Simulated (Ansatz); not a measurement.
TePt:

```
Pt Te
1.0
     4.26288    0.00000    0.00000
    -2.13144    3.69176    0.00000
     0.00000    0.00000    5.66177
Pt Te
2 2
Direct
  0.00000 0.00000 0.00000
  0.00000 0.00000 0.50000
  0.33333 0.66667 0.25000
  0.66667 0.33333 0.75000
```

Measurements of this composition are mostly on another form, of space group No. 166.

Base run:

* Program: Ansatz 0.2.0
* Functional: PBEsol
* Potentials or basis: JTH PAW
* Cutoff: 750 eV
* Density cutoff: 3000 eV
* k mesh: 7 × 7 × 5
* Occupations: fermi-dirac, width 0.05 eV
* Spin: no spin polarisation

Its results: band gap on the k mesh none (metal or under the smearing width); pressure -3.7 GPa.

Question: After a change of settings the same cell gave: band gap on the k mesh none (metal or under the smearing width); pressure -4.9 GPa. Which change was it?
A. functional from PBEsol to LDA; potentials or basis from JTH PAW to Ansatz PAW; cutoff from 750 eV to 420 eV; density cutoff from 3000 eV to 1680 eV; valence electrons from 32 to 68
B. functional from PBEsol to r2SCAN; potentials or basis from JTH PAW to Ansatz PAW; cutoff from 750 eV to 500 eV; density cutoff from 3000 eV to 2000 eV; valence electrons from 32 to 68
C. potentials or basis from JTH PAW to Ansatz PAW earlier set; cutoff from 750 eV to 640 eV; density cutoff from 3000 eV to 2560 eV; valence electrons from 32 to 68
D. potentials or basis from JTH PAW to Ansatz PAW; cutoff from 750 eV to 420 eV; density cutoff from 3000 eV to 1680 eV; valence electrons from 32 to 68; hubbard terms from none to Pt d U = 8 eV; hubbard projectors from none to ortho-atomic (the default)

Answer: C.

Caveats: the PAW data sets come from PBE, with cores solved anew for the run's functional, which leaves a small shift of forces and pressure (some runs).

Not every run made on this cell is shown here.
